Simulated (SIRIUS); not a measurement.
## AlN under changes of volume

One of the cells (10.660 Å³/atom); the others are scaled copies at fixed shape and fractional positions:

```
Al N
1.0
     3.13362    0.00000    0.00000
    -1.56681    2.71379    0.00000
     0.00000    0.00000    5.01399
Al N
2 2
Direct
  0.66667 0.33333 0.50000
  0.33333 0.66667 0.00000
  0.66667 0.33333 0.88000
  0.33333 0.66667 0.38000
```

* Program: SIRIUS 7.12.0
* Functional: PBEsol
* Potentials or basis: all-electron FP-LAPW
* Cutoff: 335 eV
* Basis: apw+lo standard
* k mesh: 10 × 10 × 6
* Occupations: fermi-dirac, width 0.05 eV
* Spin: no spin polarisation

| volume (Å³/atom) | energy over the lowest point (meV/atom) | gap on the mesh (eV) |
| --- | --- | --- |
| 9.824 | 24.10 | 4.69 |
| 10.033 | 9.03 | 4.51 |
| 10.242 | 0.40 | 4.32 |
| 10.660 | 0.00 | 3.97 |
| 10.869 | 7.21 | 3.81 |
| 11.078 | ? | ? |

Q: What does the run at 11.078 Å³/atom give?

A: Energy over the lowest point 18.73 meV/atom; gap on the mesh 3.65 eV.

Worked out: A Birch-Murnaghan fit of order 3 (a polynomial in V^(-2/3)) to the other rows has its minimum at 10.46 Å³/atom with B0 = V·E''(V) = 201 GPa and B' = 3.9 at fixed shape and positions, which overstates the stiffness. It gives 18.74 meV/atom at 11.078 Å³/atom, against the run's 18.73. A straight line through the other rows of the gap, of slope -8.75 eV per unit of ln V (its deformation potential), extrapolates to 3.64 eV, against the run's 3.65.

Energies are extrapolated to zero smearing.

A mesh can miss the band edges.
